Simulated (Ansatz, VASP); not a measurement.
## Two plane-wave programs on As

```
As
1.0
     1.42587   -4.15130    0.00000
     1.42587    4.15130    0.00000
    -0.12109    0.00000    3.43314
As
2
Direct
  0.86900 0.13100 0.25000
  0.13100 0.86900 0.75000
```

Alike in both runs: task relaxation of cell and atoms; functional PBE; k mesh 6 × 6 × 6; occupations gaussian, width 0.1 eV; no spin polarisation.

|  | VASP | Ansatz |
| --- | --- | --- |
| version | VASP 6.6.1 | Ansatz 0.2.0 |
| potentials or method | VASP PAW PBE potentials, release 64 (As) | scalar-relativistic, plane waves, PAW |
| plane-wave cutoff (eV) | 600 | 420 |
| valence electrons in the cell | 10 | 30 |

Ansatz gave:

- gap on the k mesh at the Fermi level, each at its own relaxed structure (eV): none
- relaxed volume (Å³/atom): 22.16
- relaxed cell length with the largest relative difference (Å): 3.747
- energy change over the relaxation (meV/atom): -242

Question: Which values does VASP return?

Answer: gap on the k mesh at the Fermi level, each at its own relaxed structure (eV): none; relaxed volume (Å³/atom): 22.28; relaxed cell length with the largest relative difference (Å): 3.759; energy change over the relaxation (meV/atom): -237.

A gap of «none» marks a metal or a gap that the smearing closes. The two sets of potentials don't hold the same shells in valence.

Caveats: the k mesh is coarse (spacing up to 0.39 Å⁻¹), so the values aren't converged.
